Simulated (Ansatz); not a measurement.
## GaSb: equation of state with PBEsol

Crystal: GaSb.

```xyz
2
Lattice="-1.5559 2.6750 2.8933 1.5559 -2.6750 2.8933 1.5559 2.6750 -2.8933" Properties=species:S:1:pos:R:3 pbc="T T T"
Sb    0.0000    0.0000    2.8933
Ga    0.0000    0.0000    0.0000
```

Measurements of this composition are mostly on another form, of space group No. 216.

- Program: Ansatz 0.2.0
- Task: equation of state
- Functional: PBEsol
- Potentials or basis: Ansatz PAW
- Cutoff: 420 eV
- Density cutoff: 1680 eV
- k mesh: 10 × 10 × 10
- Occupations: fermi-dirac, width 0.05 eV
- Spin: no spin polarisation

The equilibrium volume is 22.76 Å³/atom, the bulk modulus at fixed shape and positions is 63 GPa and the pressure derivative of the bulk modulus is 5.0.

Energy against volume, from the lowest point:
| volume (Å³/atom) | energy (meV/atom) |
| --- | --- |
| 22.639 | 0.00 |
| 23.121 | 0.99 |
| 23.602 | 5.64 |
| 24.084 | 13.52 |
| 24.566 | 24.23 |
| 25.048 | 37.45 |
| 25.529 | 52.87 |

All runs of the series together: 11 s on 2 threads of AMD EPYC 9R45 96-Core Processor (Zen 5), with other jobs on the host.

Caveat: the cell was scaled at fixed shape and fractional positions, which overstates the stiffness of a crystal with free parameters, most of all of layers and chains. The run has no spin-orbit coupling, so splittings on Sb are missing.
